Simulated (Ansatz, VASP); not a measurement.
# Mg2Zn3O in VASP and in Ansatz

```xyz
12
Lattice="2.9964 0.0000 0.0000 0.0000 2.9964 0.0000 0.0000 0.0000 19.3352" Properties=species:S:1:pos:R:3 pbc="T T T"
Mg    1.4982    0.0000   15.9060
Mg    1.4982    0.0000    1.0691
Mg    0.0000    1.4982    3.4292
Mg    0.0000    1.4982   18.2661
Zn    0.0000    1.4982   14.0134
Zn    1.4982    0.0000    5.3217
Zn    0.0000    1.4982    6.9610
Zn    1.4982    0.0000   12.3742
Zn    0.0000    1.4982   10.5538
Zn    1.4982    0.0000    8.7814
O     1.4982    0.0000   18.2639
O     0.0000    1.4982    1.0713
```

Alike in both runs: functional PBE; k mesh 5 × 5 × 1; occupations gaussian, width 0.2 eV; no spin polarisation.

Ansatz relaxed the structure, and its values are those at the end. VASP's run is a single point on that final structure, the one shown.

```csv
,VASP,Ansatz
version,VASP 6.6.1,Ansatz 0.2.0
potentials or method,"VASP PAW PBE potentials, release 64 (Mg, Zn, O)","scalar-relativistic, plane waves, PAW"
plane-wave cutoff (eV),520,420
valence electrons in the cell,92,124
```

Ansatz gave:

- gap on the k mesh at the Fermi level (eV): none
- pressure (GPa): 0.1
- rms of the force components (eV/Å): 0.016

Task: Which values does VASP return?

Result: gap on the k mesh at the Fermi level (eV): none; pressure (GPa): 0.0; rms of the force components (eV/Å): 0.019.

A gap of «none» marks a metal or a gap that the smearing closes. With one functional, cell and mesh, what is left measures potentials, basis and numerics. The two sets of potentials don't hold the same shells in valence.

Caveats: the k mesh is coarse (spacing up to 0.42 Å⁻¹), so the values aren't converged.
